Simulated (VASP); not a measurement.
# KI (Fm-3m) in VASP: notebook, part 2 of 2

VASP 6.6.1.

## (5) Equation of state, HSE06, 44.74 Å³/atom (a relaxed cell with its volume scaled by 0.98)

Contents of POSCAR:

```
KI                                      
1.0
    0.0000000000      3.5501044216      3.5501044216
    3.5501044216     -0.0000000000      3.5501044216
    3.5501044216      3.5501044216      0.0000000000
  I               K             
     1     1
Direct
     0.5000000000000000    0.5000000000000000    0.5000000000000000
     0.0000000000000000    0.0000000000000000    0.0000000000000000
```

Contents of INCAR.step1:

```
PREC = Accurate ; ENCUT = 520
EDIFF = 1E-5 ; ISMEAR = 0
SIGMA = 0.02 ; LREAL = F
LASPH = T ; NELM = 100
ALGO = Normal ; ISIF = 2
LWAVE = T ; LCHARG = F
GGA = PE ; KPAR = 4
```

Contents of INCAR.step2:

```
PREC = Accurate ; ENCUT = 520
EDIFF = 1E-7 ; ISMEAR = 0
SIGMA = 0.02 ; LREAL = F
LASPH = T ; NELM = 100
ALGO = Normal ; ISIF = 2
LWAVE = F ; LCHARG = F
GGA = PE ; LHFCALC = T
HFSCREEN = 0.2 ; PRECFOCK = Fast
ISTART = 1 ; KPAR = 4
```

Contents of KPOINTS:

```
Automatic mesh
0
Gamma
  4 4 4
```

Started as:

```
$ cat potpaw_PBE.64/I/POTCAR potpaw_PBE.64/K_sv/POTCAR > POTCAR
$ cp INCAR.step1 INCAR
$ mpirun -np 4 vasp_std > vasp.out
$ cp INCAR.step2 INCAR
$ mpirun -np 4 vasp_std > vasp.out
```

Wall time 36 s (4 MPI ranks of Intel Xeon 6975P-C (Granite Rapids), shared host); peak memory 0.32 GiB.

The run converged. Its results:

* Free energy: -6.4188 eV
* Pressure: 0.2 GPa
* Band gap on the k mesh: 4.94 eV, direct

Caveat: the PAW data sets were made with another functional, which shifts forces and pressure a little; spin-orbit coupling is left out, which moves the levels of the heavy elements.

## (6) Equation of state, HSE06, 45.66 Å³/atom

Contents of POSCAR:

```
KI                                      
1.0
    0.0000000000      3.5740923413      3.5740923413
    3.5740923413     -0.0000000000      3.5740923413
    3.5740923413      3.5740923413      0.0000000000
  I               K             
     1     1
Direct
     0.5000000000000000    0.5000000000000000    0.5000000000000000
     0.0000000000000000    0.0000000000000000    0.0000000000000000
```

INCAR.step1 is that of step 5.

INCAR.step2 is that of step 5.

KPOINTS is that of step 5.

Potentials or basis: VASP PAW PBE potentials, release 64 (I, K_sv).

Started as:

```
$ cat potpaw_PBE.64/I/POTCAR potpaw_PBE.64/K_sv/POTCAR > POTCAR
$ cp INCAR.step1 INCAR
$ mpirun -np 4 vasp_std > vasp.out
$ cp INCAR.step2 INCAR
$ mpirun -np 4 vasp_std > vasp.out
```

It took 29 s on 4 MPI ranks of Intel Xeon 6975P-C (Granite Rapids), shared host; peak memory 0.32 GiB.

Results (log left out):

```yaml
Free_energy: -6.4204 eV
Pressure: 0.0 GPa
Band_gap_on_the_k_mesh: 4.89 eV, direct
```

Caveat: the PAW data sets were made with another functional, which shifts forces and pressure a little; spin-orbit coupling is left out, which moves the levels of the heavy elements.

## (7) Equation of state, HSE06, 46.57 Å³/atom (a relaxed cell with its volume scaled by 1.02)

Contents of POSCAR:

```
KI                                      
1.0
    0.0000000000      3.5977625168      3.5977625168
    3.5977625168     -0.0000000000      3.5977625168
    3.5977625168      3.5977625168      0.0000000000
  I               K             
     1     1
Direct
     0.5000000000000000    0.5000000000000000    0.5000000000000000
     0.0000000000000000    0.0000000000000000    0.0000000000000000
```

INCAR.step1 is that of step 6.

INCAR.step2 is that of step 6.

KPOINTS is that of step 6.

Started as:

```
$ cat potpaw_PBE.64/I/POTCAR potpaw_PBE.64/K_sv/POTCAR > POTCAR
$ cp INCAR.step1 INCAR
$ mpirun -np 4 vasp_std > vasp.out
$ cp INCAR.step2 INCAR
$ mpirun -np 4 vasp_std > vasp.out
```

Run time: 29 s. Hardware: 4 MPI ranks of Intel Xeon 6975P-C (Granite Rapids), shared host; peak memory 0.33 GiB.

Results (log left out):

| Item | Value |
| --- | --- |
| Free energy | -6.4194 eV |
| Pressure | -0.2 GPa |
| Band gap on the k mesh | 4.84 eV, direct |

Caveat: the PAW data sets were made with another functional, which shifts forces and pressure a little; spin-orbit coupling is left out, which moves the levels of the heavy elements.

## (8) Equation of state, HSE06, 47.48 Å³/atom (a relaxed cell with its volume scaled by 1.04)

Contents of POSCAR:

```
KI                                      
1.0
    0.0000000000      3.6211252657      3.6211252657
    3.6211252657     -0.0000000000      3.6211252657
    3.6211252657      3.6211252657      0.0000000000
  I               K             
     1     1
Direct
     0.5000000000000000    0.5000000000000000    0.5000000000000000
     0.0000000000000000    0.0000000000000000    0.0000000000000000
```

INCAR.step1 is that of step 7.

INCAR.step2 is that of step 7.

KPOINTS is that of step 7.

Started as:

```
$ cat potpaw_PBE.64/I/POTCAR potpaw_PBE.64/K_sv/POTCAR > POTCAR
$ cp INCAR.step1 INCAR
$ mpirun -np 4 vasp_std > vasp.out
$ cp INCAR.step2 INCAR
$ mpirun -np 4 vasp_std > vasp.out
```

Run time: 46 s. Hardware: 4 MPI ranks of Intel Xeon 6975P-C (Granite Rapids), shared host; peak memory 0.33 GiB.

It converged, with:

```
Free energy            : -6.4146 eV
Pressure               : -0.4 GPa
Band gap on the k mesh : 4.80 eV, direct
```

Caveat: the PAW data sets were made with another functional, which shifts forces and pressure a little; spin-orbit coupling is left out, which moves the levels of the heavy elements.

## (9) Equation of state, HSE06

This run uses another cell than the first one, of 45.66 Å³/atom, 1.035 times its volume.

Potentials or basis: VASP PAW PBE potentials, release 64 (I, K_sv).

This step only gathers the single runs of the series.

Results:

* Equilibrium volume: 45.75 Å³/atom (rough: see the caveat)
* Bulk modulus: 13.5 GPa (rough)

Energy against volume, from the lowest point:
```tsv
volume (Å³/atom)	energy (meV/atom)
43.830	2.95
44.743	0.76
45.656	0.00
46.569	0.51
47.482	2.90
```

Caveat: the k mesh is coarse (spacing up to 0.38 Å⁻¹), so the values aren't converged, least of all with exact exchange; the fit is doubtful: noisy points or a state that changes with volume; the PAW data sets were made with another functional, which shifts forces and pressure a little.

## (10) The reference run

An earlier run on the cell as given: functional PBE; potentials or basis VASP PAW PBE potentials, release 64 (I, K_sv); cutoff 520 eV; k mesh 7 × 7 × 7; occupations fermi-dirac, width 0.05 eV; no spin polarisation.

* Pressure: 0.6 GPa
* Band gap on the k mesh: 3.96 eV, direct

## (11) Overview

| task | level | cell | k mesh | smearing | ladder | grid for exact exchange (PRECFOCK) | screening parameter | mesh quality | gap on the mesh (eV) | pressure (GPa) |
| --- | --- | --- | --- | --- | --- | --- | --- | --- | --- | --- |
| band structure | PBEsol | Fm-3m, 44.09 Å³/atom | 8 × 8 × 8 | gaussian 0.02 eV | free | - | - | not flagged | 3.81 | - |
| band structure | r2SCAN | Fm-3m, 44.09 Å³/atom | 8 × 8 × 8 | gaussian 0.02 eV | free | - | - | not flagged | 4.61 | 0.1 |
| equation of state | HSE06 | Fm-3m, 45.66 Å³/atom | 4 × 4 × 4 | gaussian 0.02 eV | gaps | Fast | 0.2 1/A | coarse | - | - |
| single point | PBE | Fm-3m, 44.09 Å³/atom | 7 × 7 × 7 | fermi-dirac 0.05 eV | - | - | - | not flagged | 3.96 | 0.6 |

Alike in all rows: potentials or basis VASP PAW PBE potentials, release 64 (I, K_sv); no spin polarisation; cutoff (eV) 520.

Caveats: some runs use coarse meshes; the PAW data sets were made with another functional, which shifts forces and pressure a little (some runs); spin-orbit coupling is left out, which moves the levels of the heavy elements (some runs); the fit is doubtful: noisy points or a state that changes with volume (some runs); an odd mesh through Γ misses points on the zone boundary, where band edges often lie (some runs).

Absolute energies hang on the potentials; compare differences alone.

## (12) How close it comes

Step 2. Against the measured gap of KI, 6.32 eV (a printed reference work, monograph), the calculated 3.81 eV is off by -2.51 eV. Spin-orbit coupling on I is left out. The value is that of PBEsol, without temperature or zero-point motion. Semilocal functionals fall short of measured gaps as a rule.

Step 3. Measured gap of KI: 6.32 eV (a printed reference work, monograph). This calculation gives 4.61 eV (-1.71 eV). Spin-orbit coupling on I is left out. The value is that of r2SCAN, without temperature or zero-point motion.
